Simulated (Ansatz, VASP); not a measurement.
**La in VASP and in Ansatz**

```
CELL_PARAMETERS angstrom
0.00000 2.51939 2.51939
2.51939 0.00000 2.51939
2.51939 2.51939 0.00000
ATOMIC_POSITIONS crystal
La 0.00000 0.00000 0.00000
```

Alike in both runs: task single point; functional LDA; k mesh 12 × 12 × 12; occupations fermi-dirac, width 0.1 eV; no spin polarisation.

```csv
,VASP,Ansatz
version,VASP 6.6.1,Ansatz 0.2.0
potentials or method,"VASP PAW LDA potentials, release 64 (La)","plane waves (420 eV) with PAW, scalar-relativistic"
plane-wave cutoff (eV),520,420
valence electrons in the cell,11,11
```

|  | VASP | Ansatz | Ansatz less VASP |
| --- | --- | --- | --- |
| pressure (GPa) | 0.1 | 0.1 | +0.09 |

Ansatz warned: «pseudo_functional_mismatch».

The runs have no spin-orbit coupling, so splittings on La are missing.
